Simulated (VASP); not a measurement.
# CdF2 (Fm-3m) in VASP: settings compared

The runs below take CdF2 through evGW0 quasiparticle levels, band structure, with PBE, HSE06, HSE03, PBE0.

Program: VASP 6.6.1. These are calculated values, not measurements. Logs are shortened: lines on timing, memory, paths and dates and some standing lists are left out, and cuts for length are marked.

### 1 Starting point

Symmetry: Fm-3m, No. 225, cubic system. Conventional cell: a = 5.388 Å, b = 5.388 Å, c = 5.388 Å, α = 90.00°, β = 90.00°, γ = 90.00°. Cd (site symmetry m-3m) has 8 F at 2.33 Å as nearest neighbours. F (site symmetry -43m) has 4 Cd at 2.33 Å as nearest neighbours.

### 2 EvGW0 quasiparticle levels, PBE

The input, POSCAR:

```
CdF2
1.0
    0.0000000000      2.6940000000      2.6940000000
    2.6940000000      0.0000000000      2.6940000000
    2.6940000000      2.6940000000      0.0000000000
Cd F
1 2
Direct
    0.0000000000      0.0000000000      0.0000000000
    0.7500000000      0.7500000000      0.7500000000
    0.2500000000      0.2500000000      0.2500000000
```

The input, INCAR.step1:

```
PREC     = Accurate       # precision mode
ENCUT    = 500            # plane-wave cutoff, eV
EDIFF    = 1E-8           # SCF threshold, eV
ISMEAR   = 0              # smearing method
SIGMA    = 0.01           # smearing width, eV
LREAL    = False          # projectors in reciprocal space
LASPH    = True           # aspherical terms in the spheres
NELM     = 100            # most SCF steps
ALGO     = Normal         # electronic algorithm
LWAVE    = True           # write WAVECAR
LCHARG   = False          # write CHGCAR
GGA      = PE             # functional
KPAR     = 4
```

The input, INCAR.step2:

```
PREC     = Accurate       # precision mode
ENCUT    = 500            # plane-wave cutoff, eV
EDIFF    = 1E-8           # SCF threshold, eV
ISMEAR   = 0              # smearing method
SIGMA    = 0.01           # smearing width, eV
LREAL    = False          # projectors in reciprocal space
LASPH    = True           # aspherical terms in the spheres
NELM     = 1              # most SCF steps
ALGO     = Exact          # electronic algorithm
LWAVE    = True           # write WAVECAR
LCHARG   = False          # write CHGCAR
GGA      = PE             # functional
NBANDS   = 264            # bands
LOPTICS  = True           # frequency-dependent dielectric function
ISTART   = 1            
KPAR     = 4
```

The input, INCAR.step3:

```
PREC     = Accurate       # precision mode
ENCUT    = 500            # plane-wave cutoff, eV
EDIFF    = 1E-8           # SCF threshold, eV
ISMEAR   = 0              # smearing method
SIGMA    = 0.01           # smearing width, eV
LREAL    = False          # projectors in reciprocal space
LASPH    = True           # aspherical terms in the spheres
ALGO     = EVGW0          # electronic algorithm
LWAVE    = False          # write WAVECAR
LCHARG   = False          # write CHGCAR
GGA      = PE             # functional
NELMGW   = 4            
NBANDS   = 264            # bands
ENCUTGW  = 200            # cutoff of the response function
NOMEGA   = 50             # frequency points
PRECFOCK = Fast         
ISTART   = 1            
NBANDSGW = 21           
KPAR     = 4
```

The input, KPOINTS:

```
Automatic mesh
0
Gamma
  4 4 4
```

Potentials or basis: VASP PAW PBE potentials, release 64 (Cd_GW, F_GW).

The run is started by

```sh
$ cat potpaw_PBE.64/Cd_GW/POTCAR potpaw_PBE.64/F_GW/POTCAR > POTCAR
$ cp INCAR.step1 INCAR
$ mpirun -np 4 vasp_std > vasp.out
$ cp INCAR.step2 INCAR
$ mpirun -np 4 vasp_std > vasp.out
$ cp INCAR.step3 INCAR
$ mpirun -np 4 vasp_std > vasp.out
```

OUTCAR:

```text
PREC = Accurate
   ENCUT = 500
   EDIFF = 1E-8
   ISMEAR = 0
   LREAL = False
   LASPH = True
   GGA = PE
   NELMGW = 4
   ENCUTGW = 200
   PRECFOCK = Fast
   ISTART = 1

 ion  position               nearest neighbor table
   1  0.000  0.000  0.000-   2 2.33   2 2.33   2 2.33   2 2.33   3 2.33   3 2.33   3 2.33   3 2.33

   2  0.750  0.750  0.750-   1 2.33   1 2.33   1 2.33   1 2.33
   3  0.250  0.250  0.250-   1 2.33   1 2.33   1 2.33   1 2.33

  LATTYP: Found a face centered cubic cell.
 ALAT       =     5.3880000000

  Lattice vectors:

 A1 = (   0.0000000000,   2.6940000000,   2.6940000000)
 A2 = (   2.6940000000,   0.0000000000,   2.6940000000)
 A3 = (   2.6940000000,   2.6940000000,   0.0000000000)

Analysis of symmetry for initial positions (statically):
=====================================================================
 Subroutine PRICEL returns:
 Original cell was already a primitive cell.

 Routine SETGRP: Setting up the symmetry group for a
 face centered cubic supercell.

 Subroutine GETGRP returns: Found 48 space group operations
 (whereof 48 operations were pure point group operations)
 out of a pool of 48 trial point group operations.

The static configuration has the point symmetry O_h .

Analysis of symmetry for dynamics (positions and initial velocities):
=====================================================================
 Subroutine PRICEL returns:
 Original cell was already a primitive cell.

 Routine SETGRP: Setting up the symmetry group for a
 face centered cubic supercell.

 Subroutine GETGRP returns: Found 48 space group operations
 (whereof 48 operations were pure point group operations)
 out of a pool of 48 trial point group operations.

The dynamic configuration has the point symmetry O_h .

 Subroutine INISYM returns: Found 48 space group operations
 (whereof 48 operations are pure point group operations),
 and found     1 'primitive' translations

----------------------------------------------------------------------------------------

                                     Primitive cell

  volume of cell :      39.1041

  direct lattice vectors                    reciprocal lattice vectors
     0.000000000  2.694000000  2.694000000    -0.185597624  0.185597624  0.185597624
     2.694000000  0.000000000  2.694000000     0.185597624 -0.185597624  0.185597624
     2.694000000  2.694000000  0.000000000     0.185597624  0.185597624 -0.185597624

  length of vectors
     3.809891337  3.809891337  3.809891337     0.321464515  0.321464515  0.321464515

  position of ions in fractional coordinates (direct lattice)
     0.000000000  0.000000000  0.000000000
     0.750000000  0.750000000  0.750000000
     0.250000000  0.250000000  0.250000000

  ion indices of the primitive-cell ions
   primitive index   ion index
                 1           1
                 2           2
                 3           3

----------------------------------------------------------------------------------------

 KPOINTS: Automatic mesh

Automatic generation of k-mesh.
 Grid dimensions read from file:
 generate k-points for:    4    4    4

 Generating k-lattice:

  Cartesian coordinates                     Fractional coordinates (reciprocal lattice)
    -0.046399406  0.046399406  0.046399406     0.250000000  0.000000000  0.000000000
     0.046399406 -0.046399406  0.046399406     0.000000000  0.250000000  0.000000000
     0.046399406  0.046399406 -0.046399406     0.000000000  0.000000000  0.250000000

  Length of vectors
     0.080366129  0.080366129  0.080366129

  Shift w.r.t. Gamma in fractional coordinates (k-lattice)
     0.000000000  0.000000000  0.000000000

 Subroutine IBZKPT returns following result:
 ===========================================

 Found      8 irreducible k-points:

 Following reciprocal coordinates:
            Coordinates               Weight
  0.000000  0.000000  0.000000      1.000000
  0.250000  0.000000  0.000000      8.000000
  0.500000  0.000000  0.000000      4.000000
  0.250000  0.250000  0.000000      6.000000
  0.500000  0.250000  0.000000     24.000000
 -0.250000  0.250000  0.000000     12.000000
  0.500000  0.500000  0.000000      3.000000
 -0.250000  0.500000  0.250000      6.000000
   k-points           NKPTS =      8   k-points in BZ     NKDIM =     64   number of bands    NBANDS=    264
   number of dos      NEDOS =    301   number of ions     NIONS =      3
   total plane-waves  NPLWV =  21952
   dimension x,y,z NGX =    28 NGY =   28 NGZ =   28
   dimension x,y,z NGXF=    56 NGYF=   56 NGZF=   56
   ions per type =               1   2
   NGX,Y,Z   is equivalent  to a cutoff of  12.22, 12.22, 12.22 a.u.
   NGXF,Y,Z  is equivalent  to a cutoff of  24.44, 24.44, 24.44 a.u.
 SYSTEM =  unknown system
   PREC   = accura    normal or accurate (medium, high low for compatibility)
   ISTART =      1    job   : 0-new  1-cont  2-samecut
   ICHARG =      0    charge: 1-file 2-atom 10-const
   ISPIN  =      1    spin polarized calculation?
   LNONCOLLINEAR =      F non collinear calculations
   LSORBIT =      F    spin-orbit coupling
   LASPH  =      T    aspherical Exc in radial PAW
   ENCUT  =  500.0 eV  36.75 Ry    6.06 a.u.   6.95  6.95  6.95*2*pi/ulx,y,z
   NELM   =     60;   NELMIN=  2; NELMDL=  0     # of ELM steps
   EDIFF  = 0.1E-07   stopping-criterion for ELM
   LREAL  =      F    real-space projection
   EDIFFG = 0.1E-06   stopping-criterion for IOM
   NSW    =      0    number of steps for IOM
   IBRION =     -1    ionic relax: 0-MD 1-quasi-New 2-CG
   NFREE  =      0    steps in history (QN), initial steepest desc. (CG)
   ISIF   =      0    stress and relaxation
   ISYM   =      3    0-nonsym 1-usesym 2-fastsym
   POTIM  = 0.5000    time-step for ionic-motion
   TEBEG  =    0.0;   TEEND  =   0.0 temperature during run
   PSTRESS=    0.0 pullay stress
   NELECT =      26.0000    total number of electrons
   NUPDOWN=      -1.0000    fix difference up-down
   EMIN   =  10.00;   EMAX   =-10.00  energy-range for DOS
   EFERMI =   0.00;   METHOD = LEGACY
   ISMEAR =     0;   SIGMA  =   0.01  broadening in eV -4-tet -1-fermi 0-gaus
   EFERMI_NEDOS =   21; number of points for ismear=-14 and -15
   IALGO  =     38    algorithm
   IMIX   =      4    mixing-type and parameters
     AMIX     =   0.40;   BMIX     =  1.00
     AMIX_MAG =   1.60;   BMIX_MAG =  1.00
  volume/ion in A,a.u.               =      13.03        87.96
  Fermi-wavevector in a.u.,A,eV,Ry     =   1.428867  2.700166 27.778468  2.041660
  Thomas-Fermi vector in A             =   2.548882
   LORBIT       =      0    0 simple, 1 ext, 2 COOP (PROOUT), +10 PAW based schemes
   GGA     = PE    functional components
   LHFCALC =     T    Hartree Fock is set to
   PRECFOCK=fast      Normal, Fast or Accurate (Low or Medium for compatibility)
   ENCUT4O =  -1.0   cutoff for four orbital integrals eV
   NKREDX  =     1    reduce k-point grid by
   NKREDY  =     1    reduce k-point grid by
   NKREDZ  =     1    reduce k-point grid by
   AEXX    =    1.0000 exact exchange contribution
   HFSCREEN=    0.0000 screening length (either q_TF or 0.3 A-1)
   HFSCREENC=   0.0000 screening length for correlation (either q_TF or 0.3 A-1)
   ENCUTFOCK=  -1.0 apply spherical cutoff to Coloumb kernel
   IVDW    =     0    specifies the selected vdW correction
   LEPSILON=     F    determine dielectric tensor
   LRPA    =     F    only Hartree local field effects (RPA)
   LRPAFORCE           =     F    calculate RPA forces
   ENCUTGW             = 200.0    cutoff for response function in eV
   ENCUTGWSOFT         = 160.0    soft cutoff for Coulomb kernel in GW response function in eV
   ENCUTLF             =  -1.0    cutoff for local field effects
   NELMGW              =     4    number of iterations in solving QP/BSE equation
   NELMHF              =     1    number of iterations in the inner HF iteration
   NKREDLFX            =     1    NKREDLFY  =   1   NKREDLFZ  =   1
 non-spin polarized calculation
 Gauss-broadening in eV      SIGMA  =   0.01
  energy-cutoff  :      500.00
  volume of cell :       39.10
 maximum number of plane-waves:      1003
  NGX = 16; NGY = 16; NGZ = 16
   NGX = 13   NGY = 13   NGZ = 13
 maximum number of plane-waves:       259

 QP shifts <psi_nk| G(iteration)W_0 |psi_nk>: iteration 1
 for sc-GW calculations column KS-energies equals QP-energies in previous step
 and V_xc(KS)=  KS-energies - (<T + V_ion + V_H > + <T+V_H+V_ion>^1  + <V_x>^1)

 k-point   1 :       0.0000    0.0000    0.0000
  band No.  KS-energies  QP-energies   sigma(KS)   V_xc(KS)     V^pw_x(r,r')   Z            occupation Imag(sigma)

      1     -19.9975     -22.9114     -26.4100     -22.1877     -36.2882       0.6901       2.0000       1.1979
      2     -18.8961     -21.8779     -27.8239     -23.5503     -37.5846       0.6977       2.0000       1.0629
      3      -4.7959      -7.6796     -20.0398     -16.2365     -24.7304       0.7582       2.0000       0.3527
      4      -4.7959      -7.6796     -20.0398     -16.2365     -24.7304       0.7582       2.0000       0.3527
      5      -4.7959      -7.6796     -20.0398     -16.2365     -24.7304       0.7582       2.0000       0.3527
      6      -3.5827      -6.9358     -19.6587     -15.4783     -23.3096       0.8021       2.0000       0.1849
[... 173 lines left out ...]
      5      -3.8306      -7.0308     -20.1932     -16.1124     -24.3492       0.7842       2.0000       0.2475
      6      -3.6831      -6.8424     -20.2259     -16.1920     -24.3714       0.7832       2.0000       0.2463
[... 13 lines left out ...]
     20      21.8571      23.1402      -9.0037     -10.5278      -4.3911       0.8418       0.0000      -0.3480
     21      21.8571      23.1402      -9.0037     -10.5278      -4.3911       0.8418       0.0000      -0.3480

 QP shifts <psi_nk| G(iteration)W_0 |psi_nk>: iteration 2

 k-point   1 :       0.0000    0.0000    0.0000
  band No. old QP-enery  QP-energies   sigma(KS)   T+V_ion+V_H  V^pw_x(r,r')   Z            occupation Imag(sigma)

      1     -22.9114     -23.7353     -26.3059       2.1902     -36.2882       0.6842       2.0000       1.2742
      2     -21.8779     -22.6534     -27.6638       4.6542     -37.5846       0.6853       2.0000       1.1212
      3      -7.6796      -8.2853     -19.9140      11.4406     -24.7304       0.7631       2.0000       0.4214
      4      -7.6796      -8.2853     -19.9140      11.4406     -24.7304       0.7631       2.0000       0.4214
      5      -7.6796      -8.2853     -19.9140      11.4406     -24.7304       0.7631       2.0000       0.4214
      6      -6.9358      -7.5053     -19.5473      11.8956     -23.3096       0.7955       2.0000       0.1998
[... 173 lines left out ...]
      5      -7.0308      -7.5946     -20.0351      12.2817     -24.3492       0.7803       2.0000       0.2950
      6      -6.8424      -7.4051     -20.0706      12.5090     -24.3714       0.7823       2.0000       0.2941
[... 13 lines left out ...]
     20      23.1402      23.2627      -9.0987      32.3849      -4.3911       0.8389       0.0000      -0.3601
     21      23.1402      23.2627      -9.0987      32.3849      -4.3911       0.8389       0.0000      -0.3601

 QP shifts <psi_nk| G(iteration)W_0 |psi_nk>: iteration 3

 k-point   1 :       0.0000    0.0000    0.0000
  band No. old QP-enery  QP-energies   sigma(KS)   T+V_ion+V_H  V^pw_x(r,r')   Z            occupation Imag(sigma)

      1     -23.7353     -23.9692     -26.2686       2.1902     -36.2882       0.6818       2.0000       1.3082
      2     -22.6534     -22.8747     -27.6315       4.6542     -37.5846       0.6831       2.0000       1.1458
      3      -8.2853      -8.4072     -19.8855      11.4406     -24.7304       0.7637       2.0000       0.4374
      4      -8.2853      -8.4072     -19.8855      11.4406     -24.7304       0.7637       2.0000       0.4374
      5      -8.2853      -8.4072     -19.8855      11.4406     -24.7304       0.7637       2.0000       0.4374
      6      -7.5053      -7.6128     -19.5354      11.8956     -23.3096       0.7995       2.0000       0.2006
[... 173 lines left out ...]
      5      -7.5946      -7.7062     -20.0192      12.2817     -24.3492       0.7812       2.0000       0.3007
      6      -7.4051      -7.5145     -20.0538      12.5090     -24.3714       0.7828       2.0000       0.3003
[... 13 lines left out ...]
     20      23.2627      23.2731      -9.1098      32.3849      -4.3911       0.8381       0.0000      -0.3604
     21      23.2627      23.2731      -9.1098      32.3849      -4.3911       0.8381       0.0000      -0.3604

 QP shifts <psi_nk| G(iteration)W_0 |psi_nk>: iteration 4

 k-point   1 :       0.0000    0.0000    0.0000
  band No. old QP-enery  QP-energies   sigma(KS)   T+V_ion+V_H  V^pw_x(r,r')   Z            occupation Imag(sigma)

      1     -23.9692     -24.0348     -26.2557       2.1902     -36.2882       0.6816       2.0000       1.3206
      2     -22.8747     -22.9362     -27.6189       4.6542     -37.5846       0.6834       2.0000       1.1562
      3      -8.4072      -8.4333     -19.8820      11.4406     -24.7304       0.7637       2.0000       0.4392
      4      -8.4072      -8.4333     -19.8820      11.4406     -24.7304       0.7637       2.0000       0.4392
      5      -8.4072      -8.4333     -19.8820      11.4406     -24.7304       0.7637       2.0000       0.4392
      6      -7.6128      -7.6316     -19.5320      11.8956     -23.3096       0.7954       2.0000       0.2010
[... 172 lines left out ...]
      4      -7.3971      -7.4187     -19.5762      12.1514     -23.9074       0.7783       2.0000       0.3352
      5      -7.7062      -7.7298     -20.0182      12.2817     -24.3492       0.7811       2.0000       0.3009
      6      -7.5145      -7.5375     -20.0528      12.5090     -24.3714       0.7830       2.0000       0.3006
[... 13 lines left out ...]
     20      23.2731      23.2737      -9.1111      32.3849      -4.3911       0.8381       0.0000      -0.3604
     21      23.2731      23.2737      -9.1111      32.3849      -4.3911       0.8381       0.0000      -0.3604
```

Run time: 4.7 min. Hardware: 4 MPI ranks of Intel Xeon Platinum 8559C (Emerald Rapids), shared host; peak memory 0.52 GiB.

Results:

```yaml
Band_gap_on_the_k_mesh_mean-field_level: 3.09 eV, indirect (least direct gap 3.58 eV)
Quasiparticle_gap: 6.04 eV
Least_direct_quasiparticle_gap: 6.93 eV
```

Quasiparticle gap after each update of the energies (eV): 5.46, 5.93, 6.02, 6.04

Caveat: the k mesh is coarse (spacing up to 0.50 Å⁻¹), so the values aren't converged; bands, screening cutoff and mesh are small and nothing is extrapolated, so the quasiparticle values aren't converged. A k mesh can miss the band edges.

(Continued in part 2 of 2.)
